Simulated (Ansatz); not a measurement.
**Iridium, bcc under PBE: from relaxation to bulk modulus**

Aim: take iridium in the bcc structure, relax it, solve it on a dense k-mesh, switch on spin-orbit coupling, then scale the cell to 7 volumes from 88 to 112 % of the relaxed one and try a fit of the equation of state. The k-meshes are 14×14×14 for the relaxation; 23×23×23 for the dense run; 14×14×14 for spin-orbit coupling; 16×16×16 for the volumes.

This is Ir in the bcc structure; at room conditions it is fcc.

Method: DFT PBE, plane waves (420 eV) with PAW, scalar-relativistic, in Ansatz 0.2.0.

### 1 The starting structure

It takes space group Im-3m (No. 229, cubic). Conventional cell: a = 3.047 Å, b = 3.047 Å, c = 3.047 Å, α = 90.00°, β = 90.00°, γ = 90.00°. Ir (site symmetry m-3m) has 8 Ir at 2.64 Å as nearest neighbours.

Coordinates:

```
Ir
1.0
    -1.52367    1.52367    1.52367
     1.52367   -1.52367    1.52367
     1.52367    1.52367   -1.52367
Ir
1
Direct
  0.00000 0.00000 0.00000
```

### 2 Relaxation of the cell

input.yaml reads:

```yaml
crystal:
  lattice:
    - [-1.5236668997, 1.5236668997, 1.5236668997]
    - [1.5236668997, -1.5236668997, 1.5236668997]
    - [1.5236668997, 1.5236668997, -1.5236668997]
  atoms:
    - { symbol: Ir, position: [0.0, 0.0, 0.0] }
hamiltonian:
  xc: pbe
  pseudopotentials:
    kind: paw
    azcp:
      Ir: "pseudopotentials/Ir.paw.azcp"
basis:
  ecutwfc: 420
  fft_grid_basis: typed
kpoints:
  mp_grid: { grid: [14, 14, 14], shift: [0, 0, 0] }
magnetization:
  spin_polarized: false
scf:
  occupations: { method: fermi_dirac, width: 0.1 }
relax:
  max_steps: 60
  f_tol: 0.01
  cell: {}
output:
  write_density: true
  write_potential: true
  elf: true
  volumetric_format: npy
```

Launch:

```console
$ ansatz run input.yaml --threads 1 --pin off --max-ram 3584MiB --backend cpu --events-out ev --progress --plain --runs-dir out
```

Standard output:

```text
Engine: ansatz 0.2.0, x86_64-unknown-linux-gnu
Pseudopotentials: kind: paw
Pseudopotential: Ir, paw, valence charge 17, recommended cutoff 420 eV (normal), <dir>
Functional definition: PBE
  parameter kappa = 0.804
  parameter beta = 0.06672455060314922
  exchange = pbe_x(kappa = kappa, mu = beta*pi^2/3)
  correlation = pbe_c(beta = beta)
Crystal: 1 atoms, lattice volume = 14.149 Å³
Basis set: ecut = 420 eV, 249 PW (Γ), exchange–correlation on 36×36×36 points (8 copies of the dense FFT grid, shifted against one another)
Bands: 13, of which v1, the nominal top of the filled ones, is band 9 counted from 1 (8 counted from 0)
Symmetry: 48 space group operations
Space group: Im-3m (ITA 229), of the structure as read, at distance tolerance 2.4e-5 Å
k-points: 104 of 2744
Non-local potential: Ir, projectors of the file, l = 0: 3, l = 1: 2, l = 2: 2, l = 3: 1
PAW form: soft (Blöchl's): semilocal exchange-correlation on the pseudo side does not see the compensation charge
PAW one-centre angular grid: Ir, 590 points (default); XC on 64 Gauss nodes
Initial density: superposition of atomic densities (neutral atoms: chi_scale 0, normalization atom), corrected by the library's trained network
Initial wavefunctions: pseudopotential atomic-orbital guess
Functional: x = pbe(κ = 0.804, μ = 0.2195149727645171), c = pbe(β = 0.06672455060314922)
SCF iter   1: F=—  HF=-11934.650030 eV  |F-HF|=—  |Δ(HF+E_count)|=         —  Δρ=5.37e-3  dr2=1.72e-3  ethr=1.77e-3  ⟨swp⟩=5.0  Hψ=6749  notcnv=0
preconditioner: auto → none  [metal: Δε(μ)=0.003 eV  Ē_g=14.041 eV  σ=0.100 eV  W_gap=0.01  n_scr=0 (ndim 8)  ℏωp=29.6 eV  f_vac=0.000  D(μ)=2.15/eV (n_scr^D=42)]
SCF iter   2: F=—  HF=-11934.650237 eV  |F-HF|=—  |Δ(HF+E_count)|=   2.07e-4  Δρ=2.35e-3  dr2=1.53e-4  ethr=1.01e-5  ⟨swp⟩=2.2  Hψ=2631  notcnv=0
SCF iter   3: F=—  HF=-11934.650435 eV  |F-HF|=—  |Δ(HF+E_count)|=   1.98e-4  Δρ=1.15e-3  dr2=3.52e-5  ethr=9.02e-7  ⟨swp⟩=2.1  Hψ=1840  notcnv=0
SCF iter   4: F=—  HF=-11934.650501 eV  |F-HF|=—  |Δ(HF+E_count)|=   6.57e-5  Δρ=2.82e-5  dr2=3.07e-8  ethr=2.07e-7  ⟨swp⟩=2.0  Hψ=1741  notcnv=0
iter 5 did not close the SCF: its close was put off for the readings that it lacked (scf_convergence_deferred on its scf_iter line)
SCF iter   5: F=-11934.650501 eV  HF=-11934.650501 eV  |F-HF|=2.33e-10  |Δ(HF+E_count)|=   4.03e-8  Δρ=6.53e-6  dr2=1.03e-9  ethr=1.81e-10  ⟨swp⟩=2.1  Hψ=2247  notcnv=0
SCF iter   6: F=-11934.650501 eV  HF=-11934.650501 eV  |F-HF|=1.09e-11  |Δ(HF+E_count)|=  1.13e-10  Δρ=4.94e-7  dr2=2.91e-11  ethr=6.03e-12  ⟨swp⟩=4.0  Hψ=6198  notcnv=0
SCF 1 converged in 6 iterations: F = -11934.650501 eV  dr2 = 2.91e-11
relax step   1: F+E_penalty+E_count = -11934.65050118 eV  Δ(F+E_penalty+E_count) = +0.000e0 eV  max|allowed force component| = 0.000e0 eV/Å  Δτ_max = 0.0000 Å  P = +22.378 GPa  Ω = 14.149 Å³  (6 SCF iters, dr2 threshold 1.00e-7 eV, accepted)
Crystal: 1 atoms, lattice volume = 16.308 Å³
Basis set: ecut = 420 eV, 321 PW (Γ), exchange–correlation on 36×36×36 points (8 copies of the dense FFT grid, shifted against one another)
Initial density: handed on by an earlier stage of this run
Initial wavefunctions: those handed on with the density
iter 1 solved again at ethr=1.52e-5 eV; its pass at ethr=3.10e-3 eV (dr2=2.58e-3 eV) is discarded
SCF iter   1: F=—  HF=-11934.626522 eV  |F-HF|=—  |Δ(HF+E_count)|=         —  Δρ=4.66e-3  dr2=2.68e-3  ethr=1.52e-5  ⟨swp⟩=1.5  Hψ=9552  notcnv=0
preconditioner: auto → none  [metal: Δε(μ)=0.004 eV  Ē_g=12.501 eV  σ=0.100 eV  W_gap=0.01  n_scr=0 (ndim 8)  ℏωp=27.6 eV  f_vac=0.000  D(μ)=2.55/eV (n_scr^D=42)]
SCF iter   2: F=—  HF=-11934.626066 eV  |F-HF|=—  |Δ(HF+E_count)|=   4.55e-4  Δρ=1.93e-3  dr2=1.72e-4  ethr=1.52e-5  ⟨swp⟩=2.0  Hψ=1839  notcnv=0
SCF iter   3: F=—  HF=-11934.626127 eV  |F-HF|=—  |Δ(HF+E_count)|=   6.03e-5  Δρ=8.60e-4  dr2=2.77e-5  ethr=1.01e-6  ⟨swp⟩=2.3  Hψ=2192  notcnv=0
SCF iter   4: F=—  HF=-11934.626154 eV  |F-HF|=—  |Δ(HF+E_count)|=   2.71e-5  Δρ=3.78e-4  dr2=5.41e-6  ethr=1.63e-7  ⟨swp⟩=1.0  Hψ=1352  notcnv=0
SCF iter   5: F=—  HF=-11934.626159 eV  |F-HF|=—  |Δ(HF+E_count)|=   5.30e-6  Δρ=8.20e-5  dr2=2.57e-7  ethr=3.18e-8  ⟨swp⟩=1.6  Hψ=1640  notcnv=0
SCF iter   6: F=-11934.626159 eV  HF=-11934.626159 eV  |F-HF|=2.79e-9  |Δ(HF+E_count)|=   2.53e-7  Δρ=9.04e-6  dr2=3.05e-9  ethr=5.88e-10  ⟨swp⟩=6.7  Hψ=6472  notcnv=0
SCF 2 converged in 6 iterations: F = -11934.626159 eV  dr2 = 3.05e-9
relax step   2: F+E_penalty+E_count = -11934.62615935 eV  Δ(F+E_penalty+E_count) = +2.434e-2 eV  max|allowed force component| = 0.000e0 eV/Å  Δτ_max = 0.0000 Å  P = -19.836 GPa  Ω = 16.308 Å³  energy of the carried Pulay correction = -1.118e-3 eV  (6 SCF iters, dr2 threshold 1.00e-7 eV, rejected (line search))
Crystal: 1 atoms, lattice volume = 15.179 Å³
iter 1 solved again at ethr=4.94e-6 eV; its pass at ethr=3.10e-3 eV (dr2=8.39e-4 eV) is discarded
SCF iter   1: F=—  HF=-11934.709394 eV  |F-HF|=—  |Δ(HF+E_count)|=         —  Δρ=2.65e-3  dr2=8.33e-4  ethr=4.94e-6  ⟨swp⟩=1.3  Hψ=9750  notcnv=0
preconditioner: auto → none  [metal: Δε(μ)=0.013 eV  Ē_g=13.244 eV  σ=0.100 eV  W_gap=0.03  n_scr=0 (ndim 8)  ℏωp=28.6 eV  f_vac=0.000  D(μ)=2.35/eV (n_scr^D=42)]
SCF iter   2: F=—  HF=-11934.709181 eV  |F-HF|=—  |Δ(HF+E_count)|=   2.13e-4  Δρ=9.54e-4  dr2=3.63e-5  ethr=4.90e-6  ⟨swp⟩=2.0  Hψ=1848  notcnv=0
SCF iter   3: F=—  HF=-11934.709192 eV  |F-HF|=—  |Δ(HF+E_count)|=   1.10e-5  Δρ=4.45e-4  dr2=6.33e-6  ethr=2.13e-7  ⟨swp⟩=2.0  Hψ=2152  notcnv=0
SCF iter   4: F=—  HF=-11934.709197 eV  |F-HF|=—  |Δ(HF+E_count)|=   5.49e-6  Δρ=1.02e-4  dr2=3.26e-7  ethr=3.72e-8  ⟨swp⟩=1.4  Hψ=1446  notcnv=0
SCF iter   5: F=—  HF=-11934.709200 eV  |F-HF|=—  |Δ(HF+E_count)|=   2.99e-6  Δρ=1.10e-5  dr2=3.67e-9  ethr=1.92e-9  ⟨swp⟩=2.2  Hψ=2184  notcnv=0
SCF iter   6: F=—  HF=-11934.709200 eV  |F-HF|=—  |Δ(HF+E_count)|=   4.97e-9  Δρ=7.31e-7  dr2=1.59e-11  ethr=2.16e-11  ⟨swp⟩=2.6  Hψ=2220  notcnv=0
SCF iter   7: F=-11934.709200 eV  HF=-11934.709200 eV  |F-HF|=5.46e-12  |Δ(HF+E_count)|=  2.18e-11  Δρ=3.87e-8  dr2=1.14e-13  ethr=1.00e-12  ⟨swp⟩=4.9  Hψ=4874  notcnv=0
SCF 3 converged in 7 iterations: F = -11934.709200 eV  dr2 = 1.14e-13
relax step   3: F+E_penalty+E_count = -11934.70920018 eV  Δ(F+E_penalty+E_count) = -5.870e-2 eV  max|allowed force component| = 0.000e0 eV/Å  Δτ_max = 0.0000 Å  P = -2.253 GPa  Ω = 15.179 Å³  energy of the carried Pulay correction = -5.535e-4 eV  (7 SCF iters, accepted)
Crystal: 1 atoms, lattice volume = 15.067 Å³
iter 1 solved again at ethr=2.73e-8 eV; its pass at ethr=3.10e-3 eV (dr2=4.64e-6 eV) is discarded
SCF iter   1: F=—  HF=-11934.710063 eV  |F-HF|=—  |Δ(HF+E_count)|=         —  Δρ=2.42e-4  dr2=6.23e-6  ethr=2.73e-8  ⟨swp⟩=2.9  Hψ=9111  notcnv=0
preconditioner: auto → none  [metal: Δε(μ)=0.013 eV  Ē_g=13.332 eV  σ=0.100 eV  W_gap=0.03  n_scr=0 (ndim 8)  ℏωp=28.7 eV  f_vac=0.000  D(μ)=2.33/eV (n_scr^D=42)]
SCF iter   2: F=—  HF=-11934.710064 eV  |F-HF|=—  |Δ(HF+E_count)|=   5.59e-7  Δρ=9.66e-5  dr2=3.49e-7  ethr=2.73e-8  ⟨swp⟩=2.0  Hψ=1876  notcnv=0
SCF iter   3: F=-11934.710064 eV  HF=-11934.710064 eV  |F-HF|=7.59e-8  |Δ(HF+E_count)|=   1.97e-7  Δρ=4.26e-5  dr2=5.81e-8  ethr=5.88e-10  ⟨swp⟩=6.8  Hψ=6550  notcnv=0
SCF 4 converged in 3 iterations: F = -11934.710064 eV  dr2 = 5.81e-8
relax step   4: F+E_penalty+E_count = -11934.71006428 eV  Δ(F+E_penalty+E_count) = -8.641e-4 eV  max|allowed force component| = 0.000e0 eV/Å  Δτ_max = 0.0000 Å  P = -0.048 GPa  Ω = 15.067 Å³  energy of the carried Pulay correction = -4.955e-4 eV  (3 SCF iters, dr2 threshold 1.00e-7 eV, accepted)
Basis set: ecut = 420 eV, 321 PW (Γ), exchange–correlation on 40×40×40 points (8 copies of the dense FFT grid, shifted against one another)
Initial wavefunctions: pseudopotential atomic-orbital guess (no wavefunctions were taken with the density)
iter 1 solved again at ethr=3.96e-8 eV; its pass at ethr=3.10e-3 eV (dr2=6.73e-6 eV) is discarded
SCF iter   1: F=—  HF=-11934.710330 eV  |F-HF|=—  |Δ(HF+E_count)|=         —  Δρ=5.36e-4  dr2=1.48e-6  ethr=3.96e-8  ⟨swp⟩=3.0  Hψ=10283  notcnv=0
SCF iter   2: F=—  HF=-11934.710382 eV  |F-HF|=—  |Δ(HF+E_count)|=   5.20e-5  Δρ=2.67e-4  dr2=3.41e-7  ethr=8.70e-9  ⟨swp⟩=1.1  Hψ=1419  notcnv=0
SCF iter   3: F=—  HF=-11934.710400 eV  |F-HF|=—  |Δ(HF+E_count)|=   1.73e-5  Δρ=2.06e-5  dr2=3.55e-8  ethr=2.01e-9  ⟨swp⟩=2.0  Hψ=2232  notcnv=0
SCF iter   4: F=—  HF=-11934.710400 eV  |F-HF|=—  |Δ(HF+E_count)|=   3.90e-8  Δρ=3.34e-6  dr2=2.47e-10  ethr=2.09e-10  ⟨swp⟩=2.3  Hψ=1978  notcnv=0
SCF iter   5: F=-11934.710400 eV  HF=-11934.710400 eV  |F-HF|=1.82e-12  |Δ(HF+E_count)|=   1.67e-9  Δρ=3.33e-7  dr2=5.70e-12  ethr=1.00e-12  ⟨swp⟩=3.9  Hψ=5520  notcnv=0
SCF 5 converged in 5 iterations: F = -11934.710400 eV  dr2 = 5.70e-12
relax step   5: F+E_penalty+E_count = -11934.71039976 eV  Δ(F+E_penalty+E_count) = -3.355e-4 eV  max|allowed force component| = 0.000e0 eV/Å  Δτ_max = 0.0000 Å  P = -0.095 GPa  Ω = 15.067 Å³  stress off target by 9.54e-2 GPa  SCF on the basis re-selected at this cell (its energy is not comparable with the rows above)  (5 SCF iters)
basis re-selected at this cell: Δ(F+E_penalty+E_count) = -3.355e-4 eV, ΔP = -0.048 GPa vs the last step (what re-selecting the basis moved, of the pressure what is left beyond the Pulay correction that the steps carried, after the strain that the cell walked since its last selection, with what the two solves' SCF thresholds leave and, on support functions, any second-order correction that the steps lacked; it is no measure of the basis error at this ecutwfc). The dense FFT grid was sized anew with the basis: this SCF ran on 20×20×20 points, the steps before it on 18×18×18, so part of this shift can come from that change (see relax.cell in the input reference). This SCF's stress stands 9.54e-2 GPa from its target on what of the cell is left free (relax.cell.stress_tol is 5.00e-2 GPa) and its largest allowed force component is 0.00e0 eV/Å (relax.f_tol is 1.00e-2 eV/Å): not within both, so this SCF does not close the relaxation
Crystal: 1 atoms, lattice volume = 15.062 Å³
iter 1 solved again at ethr=4.55e-11 eV; its pass at ethr=3.10e-3 eV (dr2=7.73e-9 eV) is discarded
SCF iter   1: F=—  HF=-11934.710404 eV  |F-HF|=—  |Δ(HF+E_count)|=         —  Δρ=1.02e-5  dr2=1.10e-8  ethr=4.55e-11  ⟨swp⟩=3.3  Hψ=9319  notcnv=0
preconditioner: auto → none  [metal: Δε(μ)=0.013 eV  Ē_g=13.336 eV  σ=0.100 eV  W_gap=0.03  n_scr=0 (ndim 8)  ℏωp=28.7 eV  f_vac=0.000  D(μ)=2.32/eV (n_scr^D=42)]
SCF iter   2: F=-11934.710403 eV  HF=-11934.710403 eV  |F-HF|=4.75e-10  |Δ(HF+E_count)|=   1.51e-7  Δρ=4.14e-6  dr2=6.39e-10  ethr=4.55e-11  ⟨swp⟩=6.0  Hψ=5983  notcnv=0
SCF 6 converged in 2 iterations: F = -11934.710403 eV  dr2 = 6.39e-10
relax step   6: F+E_penalty+E_count = -11934.71040343 eV  Δ(F+E_penalty+E_count) = -3.676e-6 eV  max|allowed force component| = 0.000e0 eV/Å  Δτ_max = 0.0000 Å  P = +0.001 GPa  Ω = 15.062 Å³  energy of the carried Pulay correction = +2.271e-6 eV  (2 SCF iters, dr2 threshold 2.27e-8 eV, accepted)
iter 1 solved again at ethr=3.02e-8 eV; its pass at ethr=3.10e-3 eV (dr2=5.13e-6 eV) is discarded
SCF iter   1: F=—  HF=-11934.710406 eV  |F-HF|=—  |Δ(HF+E_count)|=         —  Δρ=4.01e-6  dr2=5.84e-10  ethr=3.02e-8  ⟨swp⟩=3.0  Hψ=10314  notcnv=0
SCF iter   2: F=—  HF=-11934.710403 eV  |F-HF|=—  |Δ(HF+E_count)|=   2.23e-6  Δρ=1.96e-6  dr2=1.24e-10  ethr=3.43e-12  ⟨swp⟩=2.2  Hψ=2300  notcnv=0
SCF iter   3: F=—  HF=-11934.710403 eV  |F-HF|=—  |Δ(HF+E_count)|=  1.75e-10  Δρ=3.64e-7  dr2=1.70e-11  ethr=1.00e-12  ⟨swp⟩=2.1  Hψ=1642  notcnv=0
SCF iter   4: F=-11934.710403 eV  HF=-11934.710403 eV  |F-HF|=7.28e-12  |Δ(HF+E_count)|=  1.09e-11  Δρ=8.23e-8  dr2=3.34e-13  ethr=1.00e-12  ⟨swp⟩=5.0  Hψ=4884  notcnv=0
SCF 7 converged in 4 iterations: F = -11934.710403 eV  dr2 = 3.34e-13
relax step   7: F+E_penalty+E_count = -11934.71040343 eV  Δ(F+E_penalty+E_count) = -9.459e-11 eV  max|allowed force component| = 0.000e0 eV/Å  Δτ_max = 0.0000 Å  P = +0.001 GPa  Ω = 15.062 Å³  stress off target by 1.07e-3 GPa  SCF on the basis re-selected at this cell (its energy is not comparable with the rows above)  (4 SCF iters)
basis re-selected at this cell: Δ(F+E_penalty+E_count) = -9.459e-11 eV, ΔP = -0.000 GPa vs the last step (what re-selecting the basis moved, of the pressure what is left beyond the Pulay correction that the steps carried, after the strain that the cell walked since its last selection, with what the two solves' SCF thresholds leave and, on support functions, any second-order correction that the steps lacked; it is no measure of the basis error at this ecutwfc). This SCF's stress stands 1.07e-3 GPa from its target on what of the cell is left free (relax.cell.stress_tol is 5.00e-2 GPa) and its largest allowed force component is 0.00e0 eV/Å (relax.f_tol is 1.00e-2 eV/Å): within both
SCF converged after 4 iterations
Free energy (F): -11934.710403 eV
Harris-Foulkes:  -11934.710403 eV  (|F-HF|=7.28e-12)
Internal energy: -11934.637788 eV  (E = F + TS)
E sigma→0 (E₀):  -11934.674096 eV
Entropy (-TS):   -0.072615 eV (-72.615 meV/atom)
Fermi energy:    23.641047 eV
--- Per-component energies (eV) ---
  E_band       = -108.459179
  E_kinetic    = 622.719419
  E_local      = -1139.051403  (includes V_loc(G=0)·N_el)
  E_nonlocal   = 73.298039
  E_hartree    = 432.976158
  E_xc         = -267.309423
  E_vxc        = -299.189687  (∫ρ·V_xc dr)
  E_paw        = -9223.640411  (= ΣΔE_a)
  E_vpaw       = -232.187929  (= ΣTr[D̂ρ^β])
  E_aug_tail   = 0.000059  (compensation charges beyond the density's cutoff)
  E_ewald      = -2433.630225
  E_smearing   = -0.072615  (= −TS)
  E_closure    = 0.000000  (closes the sum)
  Σ components = -11934.710403   (vs F -11934.710403, Δ=0.00e0)
--- Forces (eV/Å), atoms counted from 1 ---
  atom   1  Ir    -0.00000000    -0.00000000     0.00000000
  max |Σ_I F_I| component: 3.18e-32 eV/Å
--- Stress (GPa, compression-positive) ---
        0.001069      -0.000000       0.000000
        0.000000       0.001069       0.000000
        0.000000       0.000000       0.001069
  P = ⅓ Tr σ = 0.0011 GPa (0.011 kbar)
--- Band table (eV; the first three rows and the last of 104) ---
  k-point 0: bands = ["-68.6320", "-25.1910", "-25.1910", "-25.1910", "13.4030", "20.2361", "20.2361", "20.2361", "23.1395", "23.1395", "39.8653", "39.8653", "39.8653"]
  k-point 1: bands = ["-68.6293", "-25.2243", "-25.2023", "-25.1909", "13.6287", "20.1343", "20.2291", "20.4315", "23.0017", "23.1460", "39.9963", "40.1691", "40.2149"]
  k-point 2: bands = ["-68.6218", "-25.3167", "-25.2337", "-25.1906", "14.2696", "19.8603", "20.1807", "21.0045", "22.7329", "23.1724", "40.1692", "40.6499", "41.2234"]
  k-point 103: bands = ["-68.5350", "-25.6657", "-25.6657", "-25.6657", "16.9797", "16.9797", "25.1084", "25.1084", "25.1084", "31.3442", "31.3442", "31.3442", "37.7956"]
--- Relaxed structure (5 steps of the walk, 4 accepted, 2 SCFs on fresh bases) ---
  F+E_penalty+E_count = -11934.71040343 eV   max|allowed force component| = 0.000e0 eV/Å   (the final SCF, on the basis selected at the relaxed cell)
  cell:  # Å, volume = 15.0624 Å³
    - [-1.5557685081292305, 1.5557685081292305, 1.5557685081292305]
    - [1.5557685081292305, -1.5557685081292305, 1.5557685081292305]
    - [1.5557685081292305, 1.5557685081292305, -1.5557685081292305]
  atoms:
    - { symbol: Ir, position: [0.0, 0.0, 0.0] }
```

Wall time 12 s (1 thread of Intel Xeon Platinum 8259CL at 2.50GHz (Skylake/Cascade Lake), shared host); peak memory 0.48 GiB.

The steps of the relaxation:

```tsv
step	energy change (meV/atom)	largest force (eV/Å)	pressure (GPa)	volume (Å³/atom)	accepted
1	0.00	0.0000	22.38	14.149	yes
2	24.34	0.0000	-19.84	16.308	no
3	-58.70	0.0000	-2.25	15.179	yes
4	-59.56	0.0000	-0.05	15.067	yes
5	-59.90	0.0000	-0.10	15.067	yes
6	-59.90	0.0000	0.00	15.062	yes
7	-59.90	0.0000	0.00	15.062	yes
```

Steps that repeat a cell are solved on a basis chosen anew, so their changes of energy are no gain of the relaxation.

Changes in the cell that was computed:

|  | before | after | change |
| --- | --- | --- | --- |
| a (Å) | 2.639 | 2.695 | +2.1 % |
| b (Å) | 2.639 | 2.695 | +2.1 % |
| c (Å) | 2.639 | 2.695 | +2.1 % |
| volume (Å³/atom) | 14.149 | 15.062 | +6.5 % |
| shortest distance (Å) | 2.639 | 2.695 | +2.1 % |
| space group (spins left aside) | Im-3m | Im-3m | same |

### 3 Dense single point

input.yaml reads:

```yaml
crystal:
  lattice:
    - [-1.5557685081, 1.5557685081, 1.5557685081]
    - [1.5557685081, -1.5557685081, 1.5557685081]
    - [1.5557685081, 1.5557685081, -1.5557685081]
  atoms:
    - { symbol: Ir, position: [0.0, 0.0, 0.0] }
hamiltonian:
  xc: pbe
  pseudopotentials:
    kind: paw
    azcp:
      Ir: "pseudopotentials/Ir.paw.azcp"
basis:
  ecutwfc: 420
  fft_grid_basis: typed
kpoints:
  mp_grid: { grid: [23, 23, 23], shift: [0, 0, 0] }
magnetization:
  spin_polarized: false
scf:
  occupations: { method: fermi_dirac, width: 0.1 }
```

Launch:

```console
$ ansatz run input.yaml --threads 1 --pin off --max-ram 3584MiB --backend cpu --events-out ev --progress --plain --runs-dir out
```

Standard output, shortened:

```text
[...]
[... 3 set-up lines as earlier in the session ...]
[...]
Crystal: 1 atoms, lattice volume = 15.062 Å³
Basis set: ecut = 420 eV, 321 PW (Γ)
Bands: 13, of which v1, the nominal top of the filled ones, is band 9 counted from 1 (8 counted from 0)
[... 1 set-up line as earlier in the session ...]
Space group: Im-3m (ITA 229), of the structure as read, at distance tolerance 2.5e-5 Å
k-points: 364 of 12167
[...]
SCF iter   1: F=—  HF=-11934.706864 eV  |F-HF|=—  |Δ(HF+E_count)|=         —  Δρ=4.84e-3  dr2=1.39e-3  ethr=1.77e-3  ⟨swp⟩=5.0  Hψ=23671  notcnv=0
[...]
SCF iter   6: F=-11934.707671 eV  HF=-11934.707671 eV  |F-HF|=1.96e-10  |Δ(HF+E_count)|=   1.69e-9  Δρ=1.44e-6  dr2=2.60e-10  ethr=1.77e-11  ⟨swp⟩=1.0  Hψ=13196  notcnv=0
[...]
SCF converged after 6 iterations
Free energy (F): -11934.707671 eV
[...]
E sigma→0 (E₀):  -11934.669833 eV
Entropy (-TS):   -0.075676 eV (-75.676 meV/atom)
Fermi energy:    23.646158 eV
[...]
```

Wall time 4.9 s (1 thread of Intel Xeon Platinum 8259CL at 2.50GHz (Skylake/Cascade Lake), shared host); peak memory 0.51 GiB.

### 4 With spin-orbit coupling

input.yaml, as its differences from that of step 3:

```diff
@@ -10,3 +10,3 @@
   pseudopotentials:
-    kind: paw
+    kind: paw_fr
     azcp:
@@ -17,5 +17,6 @@
 kpoints:
-  mp_grid: { grid: [23, 23, 23], shift: [0, 0, 0] }
+  mp_grid: { grid: [14, 14, 14], shift: [0, 0, 0] }
 magnetization:
-  spin_polarized: false
+  noncollinear: true
+  spin_orbit: true
 scf:
```

Launch:

```console
$ ansatz run input.yaml --threads 1 --pin off --max-ram 3584MiB --backend cpu --events-out ev --progress --plain --runs-dir out
```

Standard output, shortened:

```text
[...]
Pseudopotentials: kind: paw_fr
Pseudopotential: Ir, paw_fr, valence charge 17, recommended cutoff 420 eV (normal), <dir>
[... 1 set-up line as earlier in the session ...]
[...]
non-collinear run that drives no moment, with spin-orbit: no starting moment large enough to seed its density (crystal.atoms[].spin), no starting occupations that ask for one, no magnetisation constraint and no magnetic field, so the semilocal B_xc is pinned to zero
Crystal: 1 atoms, lattice volume = 15.062 Å³
Basis set: ecut = 420 eV, 321 PW (Γ)
Bands: 26, of which v1, the nominal top of the filled ones, is band 17 counted from 1 (16 counted from 0)
Symmetry: 48 space group operations + 48 with time reversal
Magnetic group: BNS 229.141 (UNI 1643), of the structure as read, at distance tolerance 2.5e-5 Å
k-points: 104 of 2744
Projection manifold: j_resolved (fully-relativistic pseudo-atomic orbitals)
[...]
SCF iter   1: F=—  HF=-11966.655491 eV  |F-HF|=—  |Δ(HF+E_count)|=         —  Δρ=3.29e-2  dr2=1.19e-1  dr2_m=0.00e0 (ungated)  ethr=3.10e-3  |M|=0.00e0 ∫|m|=0.00e0 μB  |m|>n=0.0e0 m-floor=0.0e0 τ_xc=0.0e0  β_m=0.30  ⟨swp⟩=6.0  Hψ=6318  notcnv=0  defer=74
[...]
SCF iter   6: F=-11966.617718 eV  HF=-11966.617718 eV  |F-HF|=6.55e-11  |Δ(HF+E_count)|=   4.19e-8  Δρ=2.08e-6  dr2=2.95e-10  dr2_m=0.00e0 (ungated)  ethr=5.54e-10  |M|=0.00e0 ∫|m|=0.00e0 μB  |m|>n=0.0e0 m-floor=0.0e0 τ_xc=0.0e0  ⟨swp⟩=1.0  Hψ=3380  notcnv=0
[...]
SCF converged after 6 iterations
Magnetization: |M| = 0.0000 μB,  M = (+0.0000, +0.0000, +0.0000) μB
Absolute magnetization: 0.0000 μB (∫|m|)
  site 0: m = (+0.0000, +0.0000, +0.0000) μB, |m| = 0.0000 μB  (R = 1.11 Å)
Free energy (F): -11966.617718 eV
[...]
E sigma→0 (E₀):  -11966.584133 eV
Entropy (-TS):   -0.067169 eV (-67.169 meV/atom)
Fermi energy:    23.772546 eV
[...]
```

Run time: 6.4 s. Hardware: 1 thread of Intel Xeon Platinum 8259CL at 2.50GHz (Skylake/Cascade Lake), shared host; peak memory 0.46 GiB.

With and without spin-orbit coupling:

```tsv
	scalar-relativistic	with spin-orbit coupling
k-mesh	23×23×23	14×14×14
gap on the mesh	none (levels filled in part)	none (levels filled in part)
```

The meshes differ, so small differences between the columns need not come from spin-orbit coupling.

[end of part 1 of 2]
